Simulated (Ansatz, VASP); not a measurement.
**MgS (Niningerite): VASP beside Ansatz**

```
S Mg
1.0
     0.00000    2.60165    2.60165
     2.60165    0.00000    2.60165
     2.60165    2.60165    0.00000
S Mg
1 1
Cartesian
  2.6016 2.6016 2.6016
  0.0000 0.0000 0.0000
```

Alike in both runs: functional PBE0; k mesh 5 × 5 × 5; occupations fermi-dirac, width 0.05 eV; no spin polarisation.

|  | VASP | Ansatz |
| --- | --- | --- |
| version | VASP 6.6.1 | Ansatz 0.2.0 |
| potentials or method | VASP PAW PBE potentials, release 64 (S, Mg) | Ansatz PAW |
| plane-wave cutoff (eV) | 520 | 420 |
| valence electrons in the cell | 8 | 16 |
| task | single point | band structure |

|  | VASP | Ansatz | Ansatz less VASP |
| --- | --- | --- | --- |
| gap on the k mesh at the Fermi level (eV) | 4.94 | 4.97 | +0.030 |
| least direct gap on the mesh (eV) | 5.53 | 5.54 | +0.005 |
| pressure (GPa) | -0.7 | -0.3 | +0.39 |

The two sets of potentials don't hold the same shells in valence.

Caveats: the PAW data sets were made with another functional, which shifts forces and pressure a little (VASP); an odd mesh through Γ misses points on the zone boundary, where band edges often lie (VASP); the PAW data sets come from PBE, with cores solved anew for the run's functional, which leaves a small shift of forces and pressure (Ansatz); the thresholds are loose for stress (Ansatz).
